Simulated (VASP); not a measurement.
# SnSe (Fm-3m) in VASP: a series of runs

Aim: see how the results for SnSe move with the level of theory and the settings. Levels: PBE, LDA. Tasks: G0W0 quasiparticle levels.

Program: VASP 6.6.1. These are calculated values, not measurements. Logs are shortened: lines on timing, memory, paths and dates and some standing lists are left out, and cuts for length are marked.

## Step 1: The structure

Symmetry: Fm-3m, No. 225, cubic system. The conventional cell has a = 6.020 Å, b = 6.020 Å, c = 6.020 Å, α = 90.00°, β = 90.00°, γ = 90.00°. Sn (site symmetry m-3m) is surrounded by 6 Se at 3.01 Å. Se (site symmetry m-3m) has 6 Sn at 3.01 Å as nearest neighbours.

Measurements of this composition are mostly on another form, of space group No. 62.

## Step 2: G0W0 quasiparticle levels, PBE

Input file POSCAR:

```
SnSe
1.0
    0.0000000000      3.0100000000      3.0100000000
    3.0100000000      0.0000000000      3.0100000000
    3.0100000000      3.0100000000      0.0000000000
Sn Se
1 1
Direct
    0.0000000000      0.0000000000      0.0000000000
    0.5000000000      0.5000000000      0.5000000000
```

Input file INCAR.step1:

```
PREC = Accurate
ENCUT = 450
EDIFF = 1E-8
ISMEAR = 0
SIGMA = 0.01
LREAL = False
LASPH = True
NELM = 100
ALGO = Normal
LWAVE = True
LCHARG = False
GGA = PE
```

Input file INCAR.step2:

```
PREC = Accurate
ENCUT = 450
EDIFF = 1E-8
ISMEAR = 0
SIGMA = 0.01
LREAL = False
LASPH = True
NELM = 1
ALGO = Exact
LWAVE = True
LCHARG = False
GGA = PE
NBANDS = 40
LOPTICS = True
ISTART = 1
```

Input file INCAR.step3:

```
PREC = Accurate
ENCUT = 450
EDIFF = 1E-8
ISMEAR = 0
SIGMA = 0.01
LREAL = False
LASPH = True
ALGO = EVGW0
LWAVE = False
LCHARG = False
GGA = PE
NELMGW = 1
NBANDS = 40
ENCUTGW = 140
NOMEGA = 50
PRECFOCK = Fast
ISTART = 1
NBANDSGW = 18
```

Input file KPOINTS:

```
Automatic mesh
0
Gamma
  4 4 4
```

Potentials or basis: VASP PAW PBE potentials, release 64 (Sn_d_GW, Se_GW).

Command:

```console
> cat potpaw_PBE.64/Sn_d_GW/POTCAR potpaw_PBE.64/Se_GW/POTCAR > POTCAR
> cp INCAR.step1 INCAR
> mpirun -np 1 vasp_std > vasp.out
> cp INCAR.step2 INCAR
> mpirun -np 1 vasp_std > vasp.out
> cp INCAR.step3 INCAR
> mpirun -np 1 vasp_std > vasp.out
```

OUTCAR:

```text
PREC = Accurate
   ENCUT = 450
   EDIFF = 1E-8
   ISMEAR = 0
   LREAL = False
   LASPH = True
   GGA = PE
   NELMGW = 1
   ENCUTGW = 140
   PRECFOCK = Fast
   ISTART = 1

 ion  position               nearest neighbor table
   1  0.000  0.000  0.000-
   2  0.500  0.500  0.500-

  LATTYP: Found a face centered cubic cell.
 ALAT       =     6.0200000000

  Lattice vectors:

 A1 = (   0.0000000000,   3.0100000000,   3.0100000000)
 A2 = (   3.0100000000,   0.0000000000,   3.0100000000)
 A3 = (   3.0100000000,   3.0100000000,   0.0000000000)

Analysis of symmetry for initial positions (statically):
=====================================================================
 Subroutine PRICEL returns:
 Original cell was already a primitive cell.

 Routine SETGRP: Setting up the symmetry group for a
 face centered cubic supercell.

 Subroutine GETGRP returns: Found 48 space group operations
 (whereof 48 operations were pure point group operations)
 out of a pool of 48 trial point group operations.

The static configuration has the point symmetry O_h .

Analysis of symmetry for dynamics (positions and initial velocities):
=====================================================================
 Subroutine PRICEL returns:
 Original cell was already a primitive cell.

 Routine SETGRP: Setting up the symmetry group for a
 face centered cubic supercell.

 Subroutine GETGRP returns: Found 48 space group operations
 (whereof 48 operations were pure point group operations)
 out of a pool of 48 trial point group operations.

The dynamic configuration has the point symmetry O_h .

 Subroutine INISYM returns: Found 48 space group operations
 (whereof 48 operations are pure point group operations),
 and found     1 'primitive' translations

----------------------------------------------------------------------------------------

                                     Primitive cell

  volume of cell :      54.5418

  direct lattice vectors                    reciprocal lattice vectors
     0.000000000  3.010000000  3.010000000    -0.166112957  0.166112957  0.166112957
     3.010000000  0.000000000  3.010000000     0.166112957 -0.166112957  0.166112957
     3.010000000  3.010000000  0.000000000     0.166112957  0.166112957 -0.166112957

  length of vectors
     4.256782823  4.256782823  4.256782823     0.287716081  0.287716081  0.287716081

  position of ions in fractional coordinates (direct lattice)
     0.000000000  0.000000000  0.000000000
     0.500000000  0.500000000  0.500000000

  ion indices of the primitive-cell ions
   primitive index   ion index
                 1           1
                 2           2

----------------------------------------------------------------------------------------

 KPOINTS: Automatic mesh

Automatic generation of k-mesh.
 Grid dimensions read from file:
 generate k-points for:    4    4    4

 Generating k-lattice:

  Cartesian coordinates                     Fractional coordinates (reciprocal lattice)
    -0.041528239  0.041528239  0.041528239     0.250000000  0.000000000  0.000000000
     0.041528239 -0.041528239  0.041528239     0.000000000  0.250000000  0.000000000
     0.041528239  0.041528239 -0.041528239     0.000000000  0.000000000  0.250000000

  Length of vectors
     0.071929020  0.071929020  0.071929020

  Shift w.r.t. Gamma in fractional coordinates (k-lattice)
     0.000000000  0.000000000  0.000000000

 Subroutine IBZKPT returns following result:
 ===========================================

 Found      8 irreducible k-points:

 Following reciprocal coordinates:
            Coordinates               Weight
  0.000000  0.000000  0.000000      1.000000
  0.250000  0.000000  0.000000      8.000000
  0.500000  0.000000  0.000000      4.000000
  0.250000  0.250000  0.000000      6.000000
  0.500000  0.250000  0.000000     24.000000
 -0.250000  0.250000  0.000000     12.000000
  0.500000  0.500000  0.000000      3.000000
 -0.250000  0.500000  0.250000      6.000000
   k-points           NKPTS =      8   k-points in BZ     NKDIM =     64   number of bands    NBANDS=     40
   number of dos      NEDOS =    301   number of ions     NIONS =      2
   total plane-waves  NPLWV =  27000
   dimension x,y,z NGX =    30 NGY =   30 NGZ =   30
   dimension x,y,z NGXF=    60 NGYF=   60 NGZF=   60
   ions per type =               1   1
   NGX,Y,Z   is equivalent  to a cutoff of  11.72, 11.72, 11.72 a.u.
   NGXF,Y,Z  is equivalent  to a cutoff of  23.43, 23.43, 23.43 a.u.
 SYSTEM =  unknown system
   PREC   = accura    normal or accurate (medium, high low for compatibility)
   ISTART =      1    job   : 0-new  1-cont  2-samecut
   ICHARG =      0    charge: 1-file 2-atom 10-const
   ISPIN  =      1    spin polarized calculation?
   LNONCOLLINEAR =      F non collinear calculations
   LSORBIT =      F    spin-orbit coupling
   LASPH  =      T    aspherical Exc in radial PAW
   ENCUT  =  450.0 eV  33.07 Ry    5.75 a.u.   7.36  7.36  7.36*2*pi/ulx,y,z
   NELM   =     60;   NELMIN=  2; NELMDL=  0     # of ELM steps
   EDIFF  = 0.1E-07   stopping-criterion for ELM
   LREAL  =      F    real-space projection
   EDIFFG = 0.1E-06   stopping-criterion for IOM
   NSW    =      0    number of steps for IOM
   IBRION =     -1    ionic relax: 0-MD 1-quasi-New 2-CG
   NFREE  =      0    steps in history (QN), initial steepest desc. (CG)
   ISIF   =      0    stress and relaxation
   ISYM   =      3    0-nonsym 1-usesym 2-fastsym
   POTIM  = 0.5000    time-step for ionic-motion
   TEBEG  =    0.0;   TEEND  =   0.0 temperature during run
   PSTRESS=    0.0 pullay stress
   NELECT =      20.0000    total number of electrons
   NUPDOWN=      -1.0000    fix difference up-down
   EMIN   =  10.00;   EMAX   =-10.00  energy-range for DOS
   EFERMI =   0.00;   METHOD = LEGACY
   ISMEAR =     0;   SIGMA  =   0.01  broadening in eV -4-tet -1-fermi 0-gaus
   EFERMI_NEDOS =   21; number of points for ismear=-14 and -15
   IALGO  =     38    algorithm
   IMIX   =      4    mixing-type and parameters
     AMIX     =   0.40;   BMIX     =  1.00
     AMIX_MAG =   1.60;   BMIX_MAG =  1.00
  volume/ion in A,a.u.               =      27.27       184.03
  Fermi-wavevector in a.u.,A,eV,Ry     =   1.171768  2.214321 18.681350  1.373040
  Thomas-Fermi vector in A             =   2.308207
   LORBIT       =      0    0 simple, 1 ext, 2 COOP (PROOUT), +10 PAW based schemes
   GGA     = PE    functional components
   LHFCALC =     T    Hartree Fock is set to
   PRECFOCK=fast      Normal, Fast or Accurate (Low or Medium for compatibility)
   ENCUT4O =  -1.0   cutoff for four orbital integrals eV
   NKREDX  =     1    reduce k-point grid by
   NKREDY  =     1    reduce k-point grid by
   NKREDZ  =     1    reduce k-point grid by
   AEXX    =    1.0000 exact exchange contribution
   HFSCREEN=    0.0000 screening length (either q_TF or 0.3 A-1)
   HFSCREENC=   0.0000 screening length for correlation (either q_TF or 0.3 A-1)
   ENCUTFOCK=  -1.0 apply spherical cutoff to Coloumb kernel
   IVDW    =     0    specifies the selected vdW correction
   LEPSILON=     F    determine dielectric tensor
   LRPA    =     F    only Hartree local field effects (RPA)
   LRPAFORCE           =     F    calculate RPA forces
   ENCUTGW             = 140.0    cutoff for response function in eV
   ENCUTGWSOFT         = 112.0    soft cutoff for Coulomb kernel in GW response function in eV
   ENCUTLF             =  -1.0    cutoff for local field effects
   NELMGW              =     1    number of iterations in solving QP/BSE equation
   NELMHF              =     1    number of iterations in the inner HF iteration
   NKREDLFX            =     1    NKREDLFY  =   1   NKREDLFZ  =   1
 non-spin polarized calculation
 Gauss-broadening in eV      SIGMA  =   0.01
  energy-cutoff  :      450.00
  volume of cell :       54.54
 maximum number of plane-waves:      1243
 NGX is ok and might be reduce to    30
  NGX = 16; NGY = 16; NGZ = 16
   NGX = 15   NGY = 15   NGZ = 15
 maximum number of plane-waves:       211

 QP shifts <psi_nk| G(iteration)W_0 |psi_nk>: iteration 1
 for sc-GW calculations column KS-energies equals QP-energies in previous step
 and V_xc(KS)=  KS-energies - (<T + V_ion + V_H > + <T+V_H+V_ion>^1  + <V_x>^1)

 k-point   1 :       0.0000    0.0000    0.0000
  band No.  KS-energies  QP-energies   sigma(KS)   V_xc(KS)     V^pw_x(r,r')   Z            occupation Imag(sigma)

      1     -17.2513     -19.0324     -20.2595     -17.5085     -27.0403       0.6474       2.0000       0.3629
      2     -17.2513     -19.0324     -20.2595     -17.5085     -27.0403       0.6474       2.0000       0.3629
      3     -17.2513     -19.0324     -20.2595     -17.5085     -27.0403       0.6474       2.0000       0.3629
      4     -17.2513     -19.0324     -20.2595     -17.5085     -27.0403       0.6474       2.0000       0.3629
      5     -17.2513     -19.0324     -20.2595     -17.5085     -27.0403       0.6474       2.0000       0.3629
      6      -9.5271      -9.2682     -11.5700     -11.9988     -19.4074       0.6037       2.0000       1.3511
[... 10 lines left out ...]
     17      12.5270      13.0193      -9.1836      -9.8395      -4.7991       0.7507       0.0000      -0.3730
     18      12.5270      13.0193      -9.1836      -9.8395      -4.7991       0.7507       0.0000      -0.3730

 k-point   2 :       0.2500    0.0000    0.0000
  band No.  KS-energies  QP-energies   sigma(KS)   V_xc(KS)     V^pw_x(r,r')   Z            occupation Imag(sigma)

      1     -17.2549     -19.0440     -20.2654     -17.5083     -27.0595       0.6489       2.0000       0.3803
      2     -17.2549     -19.0440     -20.2654     -17.5083     -27.0595       0.6489       2.0000       0.3803
      3     -17.2503     -19.0303     -20.2543     -17.5034     -27.0213       0.6471       2.0000       0.3561
      4     -17.2450     -19.0313     -20.2646     -17.5144     -27.0374       0.6495       2.0000       0.3572
      5     -17.2450     -19.0313     -20.2646     -17.5144     -27.0374       0.6495       2.0000       0.3572
      6      -9.1284      -8.8684     -11.8036     -12.2285     -19.4638       0.6120       2.0000       1.2687
[... 10 lines left out ...]
     17      15.6880      16.3401      -9.4147     -10.2651      -4.1991       0.7667       0.0000      -0.8143
     18      15.6880      16.3401      -9.4147     -10.2651      -4.1991       0.7667       0.0000      -0.8143

 k-point   3 :       0.5000    0.0000    0.0000
  band No.  KS-energies  QP-energies   sigma(KS)   V_xc(KS)     V^pw_x(r,r')   Z            occupation Imag(sigma)

      1     -17.2588     -19.0507     -20.2636     -17.5029     -27.0577       0.6491       2.0000       0.3912
      2     -17.2588     -19.0507     -20.2636     -17.5029     -27.0577       0.6491       2.0000       0.3912
      3     -17.2491     -19.0303     -20.2518     -17.5038     -27.0200       0.6482       2.0000       0.3575
      4     -17.2386     -19.0309     -20.2726     -17.5229     -27.0423       0.6518       2.0000       0.3552
      5     -17.2386     -19.0309     -20.2726     -17.5229     -27.0423       0.6518       2.0000       0.3552
      6      -8.6076      -8.3265     -12.1820     -12.6393     -19.6409       0.6149       2.0000       1.1428
[... 10 lines left out ...]
     17      14.5792      15.1384      -8.5614      -9.3134      -3.7191       0.7435       0.0000      -0.4466
     18      15.5380      15.8859      -8.4686      -8.9368      -3.1330       0.7430       0.0000      -0.6730

 k-point   4 :       0.2500    0.2500    0.0000
  band No.  KS-energies  QP-energies   sigma(KS)   V_xc(KS)     V^pw_x(r,r')   Z            occupation Imag(sigma)

      1     -17.2624     -19.0486     -20.2532     -17.4987     -27.0677       0.6485       2.0000       0.3984
      2     -17.2548     -19.0253     -20.2408     -17.4976     -27.0116       0.6454       2.0000       0.3565
      3     -17.2470     -19.0490     -20.2841     -17.5218     -27.0797       0.6524       2.0000       0.3760
      4     -17.2430     -19.0269     -20.2600     -17.5142     -27.0259       0.6497       2.0000       0.3518
      5     -17.2430     -19.0269     -20.2600     -17.5142     -27.0259       0.6497       2.0000       0.3518
      6      -8.9968      -8.7401     -11.9002     -12.3186     -19.4922       0.6135       2.0000       1.2326
[... 42 lines left out ...]
      5     -17.2423     -19.0277     -20.2612     -17.5158     -27.0304       0.6503       2.0000       0.3531
      6      -8.6505      -8.3822     -12.1511     -12.5875     -19.6056       0.6146       2.0000       1.1511
[... 10 lines left out ...]
     17      14.6810      15.2611      -8.8220      -9.5915      -3.9311       0.7539       0.0000      -0.5385
     18      15.7865      16.3397      -8.8999      -9.6438      -3.7248       0.7435       0.0000      -0.6605

 k-point   7 :       0.5000    0.5000    0.0000
  band No.  KS-energies  QP-energies   sigma(KS)   V_xc(KS)     V^pw_x(r,r')   Z            occupation Imag(sigma)

      1     -17.2789     -19.0300     -20.1876     -17.4702     -27.0425       0.6444       2.0000       0.4158
      2     -17.2580     -19.0246     -20.2305     -17.4924     -27.0034       0.6452       2.0000       0.3587
      3     -17.2432     -19.0461     -20.2893     -17.5266     -27.0810       0.6526       2.0000       0.3766
      4     -17.2342     -19.0257     -20.2679     -17.5261     -27.0327       0.6534       2.0000       0.3479
      5     -17.2342     -19.0257     -20.2679     -17.5261     -27.0327       0.6534       2.0000       0.3479
      6      -8.3326      -8.0629     -12.4489     -12.8838     -19.7432       0.6201       2.0000       1.0717
[... 10 lines left out ...]
     17      16.9896      17.5011      -8.7322      -9.4187      -3.5126       0.7450       0.0000      -0.7091
     18      16.9896      17.5011      -8.7322      -9.4187      -3.5126       0.7450       0.0000      -0.7091

 k-point   8 :      -0.2500    0.5000    0.2500
  band No.  KS-energies  QP-energies   sigma(KS)   V_xc(KS)     V^pw_x(r,r')   Z            occupation Imag(sigma)

      1     -17.2700     -19.0302     -20.2135     -17.4842     -27.0530       0.6449       2.0000       0.4063
      2     -17.2497     -19.0566     -20.2841     -17.5177     -27.0794       0.6532       2.0000       0.3892
      3     -17.2463     -19.0246     -20.2500     -17.5088     -27.0187       0.6487       2.0000       0.3542
      4     -17.2463     -19.0246     -20.2500     -17.5088     -27.0187       0.6487       2.0000       0.3542
      5     -17.2342     -19.0268     -20.2701     -17.5261     -27.0336       0.6533       2.0000       0.3477
      6      -8.3053      -8.0280     -12.4627     -12.9092     -19.7622       0.6210       2.0000       1.0713
[... 10 lines left out ...]
     17      17.1270      17.6666      -8.7651      -9.4931      -3.5578       0.7412       0.0000      -0.6939
     18      17.2905      18.2259      -9.2780     -10.4620      -4.2016       0.7901       0.0000      -0.8556
```

Wall time 60 s (1 thread of Intel Xeon 6975P-C (Granite Rapids), shared host); peak memory 0.46 GiB.

Results:

```
Band gap on the k mesh, mean-field level : 0.57 eV, direct
Quasiparticle gap                        : 0.88 eV
Least direct quasiparticle gap           : 0.88 eV
```

Caveat: the k mesh is coarse (spacing up to 0.45 Å⁻¹), so the values aren't converged; bands, screening cutoff and mesh are small and nothing is extrapolated, so the quasiparticle values aren't converged; spin-orbit coupling is left out, which moves the levels of the heavy elements. A k mesh can miss the band edges.

[end of part 1 of 2]
